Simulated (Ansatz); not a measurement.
Write the native input for Ansatz 0.2.0 that does the following.

```
Task                : relaxation of cell and atoms
Functional          : RPBE
Potentials or basis : all-electron LAPW, scalar-relativistic
Basis error allowed : 0.001 eV/atom
k mesh              : 8 × 8 × 8
Occupations         : fermi-dirac, width 0.05 eV
Spin                : no spin polarisation
```

Crystal: GaP.

```
Ga P
1.0
     0.00000    2.72525    2.72525
     2.72525    0.00000    2.72525
     2.72525    2.72525    0.00000
Ga P
1 1
Direct
  0.00000 0.00000 0.00000
  0.75000 0.75000 0.75000
```

These files were run (other wordings do the same):

input.yaml

```yaml
crystal:
  lattice:
    - [0.0, 2.72525, 2.72525]
    - [2.72525, 0.0, 2.72525]
    - [2.72525, 2.72525, 0.0]
  atoms:
    - { symbol: Ga, position: [0.0, 0.0, 0.0] }
    - { symbol: P, position: [0.75, 0.75, 0.75] }
kpoints:
  mp_grid: { grid: [8, 8, 8] }
scf:
  occupations: { method: fermi_dirac, width: 0.05 }
hamiltonian:
  xc: rpbe
  pseudopotentials: { kind: all_electron, lapw: { basis_error: 0.001 } }
output:
  forces: true
  stress: true
relax:
  f_tol: 0.01
  max_steps: 60
  cell: {}
```

Potentials or basis: all-electron LAPW, scalar-relativistic.

Command:

```bash
$ ansatz run input.yaml --threads 1 --pin off --max-ram 3072MiB --backend cpu --events-out ev --progress --plain --runs-dir out
```

It gave:

```yaml
Relaxed_volume: 21.42 Å³/atom
Relaxed_cell: a = 3.927 Å, b = 3.927 Å, c = 3.927 Å, α = 60.00°, β = 60.00°, γ = 60.00°
Space_group_after_relaxing_to_0.05_Å: F-43m (No. 216)
Energy_gained_by_relaxing: 16.0 meV/atom
Ionic_steps: 5
Pressure_after_relaxing: 0.0 GPa
Band_gap_on_the_k_mesh: 1.50 eV
```

Run time: 26 s on 1 thread of Arm Neoverse V2, with other jobs on the host, peak memory 0.29 GiB.
